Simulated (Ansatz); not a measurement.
Level of theory: Ansatz, DFT PBE+D3(BJ), scalar-relativistic, plane waves, PAW. Settings: cutoff 420 eV, Γ-centred meshes spaced at most about 0.3 Å⁻¹ (2π included), Gaussian smearing. No spin polarisation.

All energies are static (0 K, no zero-point motion).

Compare these two cells of NaI, each relaxed at this level.

A. Space group Fm-3m (No. 225), cubic, a = 6.359 Å. Na is surrounded by 6 I at 3.18 Å; around I lie 6 Na at 3.18 Å.

B. Space group Cmmm (No. 65), orthorhombic, a = 4.765 Å, b = 6.793 Å, c = 4.105 Å. Na is surrounded by 4 I at 3.14 Å; I is surrounded by 4 Na at 3.14 Å.

Task: Which is lower in energy, and by how much?

Result: A is lower, by 136 meV/atom. A has the rock salt type, space group Fm-3m (No. 225), 32.1 Å³/atom and a gap of 3.79 eV on its mesh; B has space group Cmmm (No. 65), 33.2 Å³/atom and a gap of 2.49 eV. Counting I atoms around Na (those within 1.25 times the shortest such distance or 1.15 times the sum of covalent radii), A has Na 6 and B has Na 4. The denser one is the lower, and pressure would at first widen the difference. Origin: A, reached from a Materials Project cell, among other starts; B, invented. Shaken at random and relaxed again, A came back. Checks on A: no imaginary mode on a 4×4×4 q mesh.

These runs have no spin–orbit coupling, which can matter for I. Kohn–Sham gaps at this level usually fall short of measured ones. The missing spin–orbit coupling can work the other way here. Cells without such a test can be saddle points.
